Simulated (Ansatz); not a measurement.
# C (Fd-3m, 2 atoms in the cell) under uniaxial strain along [001], part 3 of 3

Aim: how do the optical modes of C (Fd-3m, 2 atoms in the cell) shift and split under this strain?

Ansatz 0.2.0; DFT PBE, scalar-relativistic, plane waves, PAW; PAW set soft_1.

So far, mean high-frequency dielectric constant: step 4 (zone-centre response at rest) 5.85; step 6 (strain 4 %) 5.92.

### Step 7. A member of the series: uniaxial strain of -4 % along [001] (continued)

Relaxation path:

```csv
step,energy less that of the first step (eV),largest force component (eV/Å),pressure (GPa),volume (Å³)
1,0.0000,0.0000,15.40,11.02
2,-0.0001,0.0000,14.43,11.04
3,-0.0001,0.0000,13.97,11.05
4*,-0.0002,0.0000,13.99,11.05
5,-0.0002,0.0000,13.97,11.05
6*,-0.0002,0.0000,13.97,11.05
```

Relaxation steps marked * repeat the geometry before them on a plane-wave basis chosen anew for their cell, so energy and pressure can jump there.

The run keeps the 16 symmetry operations that it works with, so distortions that break them were not tested.

```csv
"conventional cell, symmetrised",before,after,change
a (Å),2.535,2.539,+0.1 %
b (Å),2.535,2.539,+0.1 %
c (Å),3.429,3.429,-0.0 %
volume (Å³/atom),5.51,5.52,+0.3 %
```

The relaxed structure:

```cif
data_structure
_symmetry_space_group_name_H-M 'P 1'
_symmetry_Int_Tables_number 1
_cell_length_a 2.4822
_cell_length_b 2.4822
_cell_length_c 2.5387
_cell_angle_alpha 59.245
_cell_angle_beta 59.245
_cell_angle_gamma 61.510
_cell_volume 11.05
loop_
_atom_site_label
_atom_site_type_symbol
_atom_site_fract_x
_atom_site_fract_y
_atom_site_fract_z
_atom_site_occupancy
C1 C 0.50000 0.50000 0.50000 1
C2 C 0.75000 0.75000 0.75000 1
```

This step gave:

| Item | Value |
| --- | --- |
| pressure | 13.97 GPa |
| gap on the k-mesh | 3.058 eV |
| volume per atom | 5.524 Å³ |

The forces vanish by symmetry.

The cell grew by 0.3 % in volume.

### Step 8. Zone-centre modes of the member: uniaxial strain of -4 % along [001]

The zone-centre modes follow for uniaxial strain of -4 % along [001], with the response to a field.

input.yaml

```yaml
crystal:
  lattice:
    - [0.0, 1.7951048337, 1.7143819866]
    - [1.7951048337, 0.0, 1.7143819866]
    - [1.7951048337, 1.7951048337, 0.0]
  atoms:
    - { symbol: C, position: [0.5, 0.5, 0.5] }
    - { symbol: C, position: [0.75, 0.75, 0.75] }
kpoints:
  mp_grid: { grid: [12, 12, 12] }
hamiltonian:
  xc: pbe
  pseudopotentials: { kind: paw, azcp: { folder: soft_1 } }
scf:
  occupations: { method: fixed }
output:
  eigenvalues: true
phonons:
  method: dfpt
  dielectric: true
  rigid_motions: translations
```

The run is started by

```console
$ ansatz run input.yaml --threads 4 --pin off --max-ram 10240MiB --backend cpu --events-out ev --progress --plain --runs-dir out
```

Numbers of over 12 decimals in the logs are rounded to 6 here.

The program printed:

```text
[...]
Crystal: 2 atoms, lattice volume = 11.049 Å³
Basis set: ecut = 420 eV, 213 PW (Γ), exchange–correlation on 40×40×40 points (8 copies of the dense FFT grid, shifted against one another)
Bands: 8, of which v1, the nominal top of the filled ones, is band 4 counted from 1 (3 counted from 0)
Symmetry: 16 space group operations
k-points: 868 of 1728 (irreducible under 1 space group operation, time reversal used)
[...]
optical modes at Γ + LO–TO along q̂ = [1.0000, 0.0000, 0.0000]:
      ω (cm⁻¹)  modes    IR ((D/Å)²/amu)
[...]
optical modes at Γ + LO–TO along q̂ = [0.0000, 1.0000, 0.0000]:
      ω (cm⁻¹)  modes    IR ((D/Å)²/amu)
       1315.10      2             0.0000
       1344.70      1             0.0000
  optical modes at Γ + LO–TO along q̂ = [0.0000, 0.0000, 1.0000]:
      ω (cm⁻¹)  modes    IR ((D/Å)²/amu)
       1315.10      2             0.0000
       1344.70      1             0.0000
[key lines of the parts left out:]
SCF converged after 7 iterations
Free energy (F): -501.555191 eV
Fermi energy:    14.279833 eV
```

It took 39 s on 4 threads of Intel Xeon at 2.50GHz (Skylake/Cascade Lake), shared host; peak memory 0.76 GiB.

This step gave:

```yaml
sum_rule_residual_before_enforcement: 1.48e-5 eV/Å²
miss_of_the_charge_sum_rule: 5.30e-4 e
estimated_error_of_the_dielectric_tensor: 0.01596
estimated_error_of_the_born_charges: 0.004398 e
highest_optical_mode_at_the_zone_centre_no_lo_to_term: 1345 cm⁻¹
lowest_optical_zone_centre_mode: 1315 cm⁻¹
mean_high_frequency_dielectric_constant: 5.825
mean_static_dielectric_constant: 5.825
top_of_the_zone_centre_spectrum_with_the_field: 1345 cm⁻¹
```

Patterns of degenerate modes are one choice out of their space. Modes at Γ:

```csv
mode,frequency (cm⁻¹),symmetry
1,0.0,acoustic
2,0.0,acoustic
3,0.0,acoustic
4,1315.1,Eg
5,1315.1,Eg
6,1344.7,B1g
```

The lowest optical mode is real, 1315 cm⁻¹, and the highest lies at 1344.7 cm⁻¹.

### Step 9. All members side by side

The members are set side by side, also those not shown above.

Stress is positive in compression; energies are extrapolated to zero smearing, and E0 is that at rest; the axis is the direction of the strain; the edges not held and the atoms are relaxed in each cell. State of the crystal along the series:

```csv
strain (%),stress along the axis (GPa),free strain along [100] (%),free strain along [010] (%),E - E0 (meV/atom),gap on mesh (eV),ε∞ along the axis,"ε∞ across the axis, mean"
-4,41.9,0.5202,0.5202,29.77,3.058,5.497,5.989
-3,31.28,0.3713,0.3713,16.66,3.339,5.58,5.95
-2,20.74,0.2351,0.2351,7.347,3.614,5.667,5.914
-1,10.3,0.1114,0.1114,1.824,3.886,5.757,5.881
0,-1.70e-4,0,0,0,4.151,5.851,5.851
1,-10.16,-0.09963,-0.09963,1.799,3.995,5.948,5.823
2,-20.17,-0.1878,-0.1878,7.17,3.844,6.049,5.798
3,-29.99,-0.2648,-0.2648,16.06,3.697,6.153,5.775
4,-39.62,-0.3306,-0.3306,28.36,3.554,6.262,5.755
```

Optical modes are counted from below at rest and tracked from member to member by their patterns, and modes that stay within 0.3 cm⁻¹ of each other stand once; labels, where given, are those at rest; the edges not held and the atoms are relaxed in each cell. Optical modes along the series:

```csv
strain (%),"optical mode 1 T2g, singlet (cm⁻¹)","optical mode 2 T2g, doublet (cm⁻¹)"
-4,1345,1315
-3,1332,1309
-2,1318,1303
-1,1304,1296
0,1289,1289
1,1273,1281
2,1257,1273
3,1240,1264
4,1222,1256
```

Value and slope at zero strain of a cubic (a lower polynomial where under five rows exist) through the rows within 2 % of rest. Slopes at rest:

```csv
mode,frequency (cm⁻¹),shift per percent of strain (cm⁻¹),shift per GPa of compressive stress (cm⁻¹)
"optical mode 1 T2g, singlet",1289,-15.36,1.5
"optical mode 2 T2g, doublet",1289,-7.56,0.74
```

### Step 10. Outcome

* members: 9
* highest optical mode at the zone centre (no LO-TO term), at rest: 1289 cm⁻¹
* Young’s modulus along [001]: 1024 GPa
* optical mode 1 T2g, singlet, shift per percent: -15.36 cm⁻¹
* optical mode 2 T2g, doublet, shift per percent: -7.56 cm⁻¹

The stress changes by 10.24 GPa for each percent, a Young’s modulus of 1024 GPa along [001]. For each percent the free edge responds with -0.11 %. The strain lowers the symmetry: the level at 1289.1 cm⁻¹ splits, into 1344.7 and 1315.1 cm⁻¹ at -4 %. The fastest shift in the table of slopes is -15.4 cm⁻¹ for each percent (optical mode 1 T2g, singlet), or 1.5 cm⁻¹ for each GPa of compressive stress. For small strain, the measured shift of a line that Raman or infrared light can see, divided by its slope, estimates the stress, if the state of stress is of this kind. These are harmonic frequencies at zero temperature: anharmonic shifts, linewidths and thermal expansion are left out. Only the zone centre was solved, so an instability at another wavevector cannot show here.

[Logs are printed without paths, hosts, clocks, repeated set-up lines and the standing remarks that a program may print on its own settings, such as how far it seeks lower states.]

[Hosts, paths, dates, database ids (printed as entryN), source tags and the programs' standing remarks are cut or masked in the printed files.]
